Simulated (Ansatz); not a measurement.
Runs of Ansatz 0.2.0 on Cu. The structure is cubic, space group Fm-3m (No. 225). The conventional cell has a = 3.615 Å, b = 3.615 Å, c = 3.615 Å, α = 90.00°, β = 90.00°, γ = 90.00°. Cu (site symmetry m-3m) is surrounded by 12 Cu at 2.56 Å. 

| task | level | potentials or basis | U | cell | k mesh | cutoff (eV) | smearing | points for each segment of the path | driver | hubbard projectors | double counting | other keys | mesh quality | gap on the mesh (eV) | pressure (GPa) |
| --- | --- | --- | --- | --- | --- | --- | --- | --- | --- | --- | --- | --- | --- | --- | --- |
| band structure | HSEsol | Ansatz PAW | - | as given | 7 × 7 × 7 | 420 | fermi-dirac 0.05 eV | 4 | - | - | - | - | coarse | none | (a) |
| single point | PBE0+D4 | JTH PAW | - | as given | 10 × 10 × 10 | 1350 | gaussian 0.02 eV | - | chain | - | - | kpoints.mp_grid.grid = 10 × 10 × 10 | not flagged | none | -5.3 |
| projected density of states | B3LYP | SSSP precision PAW | - | as given | 9 × 9 × 9 | 1225 | fermi-dirac 0.025 eV | - | chain | - | - | - | not flagged | none | 8.0 |
| relaxation of cell and atoms | HSE03 | Ansatz PAW | - | relaxed | 7 × 7 × 7 | 420 | fermi-dirac 0.05 eV | - | - | - | - | - | coarse | none | 0.0 |
| single point | exchange(slater),correlation(vwn5), exx(left-out)+U | as the typed override names | Cu d U_eff = 8.0 eV | cell strained at random at fixed volume | 10 × 10 × 10 | 700 | tetrahedron | - | chain | ortho-atomic (the default) | fll (the default) | basis.xc_grid = 4; … | not flagged | none | -8.7 |

Alike in all rows: no spin polarisation.

Question: Estimate the missing entries.

Answer: (a) -4.3.

Caveats: some runs use coarse meshes; the thresholds are loose for stress (some runs); the PAW data sets come from PBE, with cores solved anew for the run's functional, which leaves a small shift of forces and pressure (some runs); pairwise dispersion overbinds metals, which lowers pressure and volume (some runs); the potentials were made for another functional, which shifts forces and pressure (some runs); the plane-wave basis is chosen anew once the cell has moved, so the energies of steps on either side of that aren't comparable (some runs); U without spin polarisation on a metal has little footing (some runs); the U is typed as a test and isn't derived for this compound (some runs).

A gap of «none» marks a metal or a gap under the smearing width.

The runs don't all hold the same shells in valence.

Runs at the PBE level aren't shown here.
